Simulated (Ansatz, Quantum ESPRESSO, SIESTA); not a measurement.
Te2Mo: programs and potentials compared

```
CELL_PARAMETERS angstrom
6.36161 0.00000 0.00000
0.00000 3.48040 0.00000
-0.08574 0.00000 36.17589
ATOMIC_POSITIONS crystal
Te 0.42925 0.75000 0.54070
Te 0.57075 0.25000 0.45930
Te 0.92085 0.25000 0.55653
Te 0.07915 0.75000 0.44347
Mo 0.18135 0.25000 0.49747
Mo 0.81865 0.75000 0.50253
```

The cell is a database's computed one, not the measured one.

The cell holds a layer with vacuum beside it, so values per volume hang on the cell's height.

Alike in all runs: task band structure; functional LDA; k mesh 4 × 8 × 1; occupations fermi-dirac, width 0.05 eV; no spin polarisation; no spin-orbit coupling. LDA stands for any of its common fits.

| program and potentials | plane-wave cutoff (eV) | notes | largest force (eV/Å) |
| --- | --- | --- | --- |
| Ansatz, all-electron LAPW, scalar-relativistic | - | - | 0.477 |
| SIESTA, files PseudoDojo sr-lda-0.4.1-standard, DZP (energy shift 0.003 Ry; two zetas on semicore shells) | - | atomic basis; 15.33 valence electrons an atom on average | 0.135 |
| Quantum ESPRESSO, GBRV 1.5 LDA | 612 | 8.67 valence electrons an atom on average | 0.320 |

Force on atom 3 (Te), eV/Å:

| program and potentials | x | y | z |
| --- | --- | --- | --- |
| Ansatz, all-electron LAPW, scalar-relativistic | -0.004 | 0.000 | -0.477 |
| SIESTA, files PseudoDojo sr-lda-0.4.1-standard, DZP (energy shift 0.003 Ry; two zetas on semicore shells) | 0.015 | 0.000 | 0.124 |
| Quantum ESPRESSO, GBRV 1.5 LDA | -0.023 | 0.000 | -0.270 |

Rows in atomic bases carry the error of their basis and grid, which can be large.

Differences between rows come from potentials, basis sets and numerical settings, since the functional is the same but for its coding. Runs on potential files found faulty are left out.
